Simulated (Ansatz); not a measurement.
The system is Al.

```
CELL_PARAMETERS angstrom
-1.57590 1.65692 1.65798
1.47948 -1.59764 1.50228
1.61445 1.63620 -1.59870
ATOMIC_POSITIONS crystal
Al 0.00000 0.00000 0.00000
```

This isn't the form of Al at room conditions, which is fcc.

The cell isn't the ideal one: cell sheared at random, sigma 0.03, atoms nudged by 0.01 Å.

- Program: Ansatz 0.2.0
- Task: relaxation of cell and atoms
- Functional: PBEsol
- Dispersion: D3(BJ)
- Potentials or basis: Ansatz PAW
- Cutoff: 420 eV (not typed: the program's choice for these potentials)
- k mesh: 11 × 12 × 12
- Occupations: fermi-dirac, width 0.05 eV
- Spin: no spin polarisation

At the start: volume 16.08 Å³/atom.

Question: Where does the relaxation end?

Answer: It ends after 15 steps and the volume is 15.56 Å³/atom (-3.2 %); space group I4/mmm (No. 139, to 0.05 Å).

Step by step:
```tsv
step	energy change (eV)	largest force (eV/Å)	volume (Å³)
1	0.0000	0.0000	16.08
2	-0.0127	0.0000	15.87
3	-0.0362	0.0000	15.67
4	-0.0712	0.0000	15.58
5	-0.0994	0.0000	15.46
6	-0.1160	0.0000	15.54
7	-0.1174	0.0000	15.53
8	-0.1179	0.0000	15.45
9	-0.1181	0.0000	15.51
10	-0.1181	0.0000	15.53
11	-0.1182	0.0000	15.52
12	-0.1225	0.0000	15.52
13	-0.1226	0.0000	15.55
14	-0.1226	0.0000	15.56
15	-0.1226	0.0000	15.56
```

Final structure:
```
CELL_PARAMETERS angstrom
-1.38915 1.95343 1.37638
1.41406 -1.96403 1.43202
1.39814 1.98616 -1.40806
ATOMIC_POSITIONS crystal
Al 0.00000 0.00000 0.00000
```

Caveat: the plane-wave basis is chosen anew once the cell has moved, so the energies of steps on either side of that aren't comparable; pairwise dispersion overbinds metals, which lowers pressure and volume; the PAW data sets come from PBE, with cores solved anew for the run's functional, which leaves a small shift of forces and pressure.
